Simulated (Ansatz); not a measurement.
**GaN under strain: Electric field gradients**

The cell is an entry of the Crystallography Open Database (COD), relaxed with PBE at fixed cell and then changed (z stretched by 1 %, ions relaxed).

```
Ga N
1.0
     3.18000    0.00000    0.00000
    -1.59000    2.75396    0.00000
     0.00000    0.00000    5.21766
Ga N
2 2
Direct
  0.33333 0.66667 0.00479
  0.66667 0.33333 0.50479
  0.33333 0.66667 0.38021
  0.66667 0.33333 0.88021
```

Atoms are numbered from 1 in the order listed; like atoms form one site, named after its first atom.

Level of theory: DFT, PBE, plane waves and PAW, scalar-relativistic, 420 eV cutoff, Γ-centred 11×11×6 k-points, Fermi–Dirac smearing 0.02 eV (Ansatz 0.2.0).

Conventions: |V_zz| ≥ |V_yy| ≥ |V_xx|, η = (V_xx − V_yy)/V_zz, C_Q = eQV_zz/h.

Ga-71: I = 3/2, Q = 107.0 mb; ¹⁴N: I = 1, Q = 20.44 mb. Quadrupole moments are those of Pyykkö's year-2017 table.

```
site  atoms (order as listed)          first shell  V_xx, V_yy, V_zz (10²¹ V/m²)     η  C_Q (MHz)
  Ga                     1, 2   4 N at 1.95–1.96 Å            -0.27, -0.27, 0.55  0.00       1.42
   N                     3, 4  4 Ga at 1.95–1.96 Å            -0.12, -0.12, 0.24  0.00      0.119
```

An axis of threefold or higher order runs through Ga and N, so V_zz lies along it and η is zero.

At this changed cell the PBE pressure is 5 GPa.

The relaxation (3 steps) took 14 s of wall time (14 s of CPU time) and 0.47 GiB at its peak, on 1 thread of Intel Xeon Platinum 8488C (Sapphire Rapids) (x86_64; 16 cores open to the job, memory cap 3.0 GiB, no GPU), a shared host with a load of 0.4 a core.
